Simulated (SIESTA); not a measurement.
Runs of SIESTA 5.4.2 on PbF2 (Fluorocronite). The structure is cubic, space group Fm-3m (No. 225). Conventional cell: a = 5.927 Å, b = 5.927 Å, c = 5.927 Å, α = 90.00°, β = 90.00°, γ = 90.00°. Around Pb (site symmetry m-3m) lie 8 F at 2.57 Å. F (site symmetry -43m) has 4 Pb at 2.57 Å as nearest neighbours. 

| task | level | potentials or basis | gap on the mesh (eV) | pressure (GPa) | V0 of scaled cells (Å³/atom) | B0 (GPa) |
| --- | --- | --- | --- | --- | --- | --- |
| band structure | LDA | PseudoDojo 0.4 standard (LDA files), DZP (energy shift 0.003 Ry; two zetas on semicore shells) | (a) | -4.4 | - | - |
| band structure | PBEsol | PseudoDojo 0.4 standard (PBEsol files), DZP (energy shift 0.003 Ry; two zetas on semicore shells) | (c) | -0.9 | - | - |
| equation of state | LDA | PseudoDojo 0.4 standard (LDA files), DZP (energy shift 0.003 Ry; two zetas on semicore shells) | - | - | 16.41 | (b) |
| equation of state | PBEsol | PseudoDojo 0.4 standard (PBEsol files), DZP (energy shift 0.003 Ry; two zetas on semicore shells) | - | - | 17.14 | 79 |

Alike in all rows: no spin polarisation; cell as given; k mesh 8 × 8 × 8; smearing fermi-dirac 0.05 eV; grid cutoff 800 Ry; energy shift 0.003 Ry.

Task: Fill in the values left out.

Result: (a) 4.21; (b) 90; (c) 4.25.

Caveats: the basis of atomic orbitals isn't converged, which shifts pressures, moduli and gaps; spin-orbit coupling is left out, which as a rule narrows the gap of such compounds by several tenths of an eV (some runs).

A k mesh can miss the band edges, and the runs leave out spin-orbit coupling on Pb.

Runs at the PBE level aren't shown here.
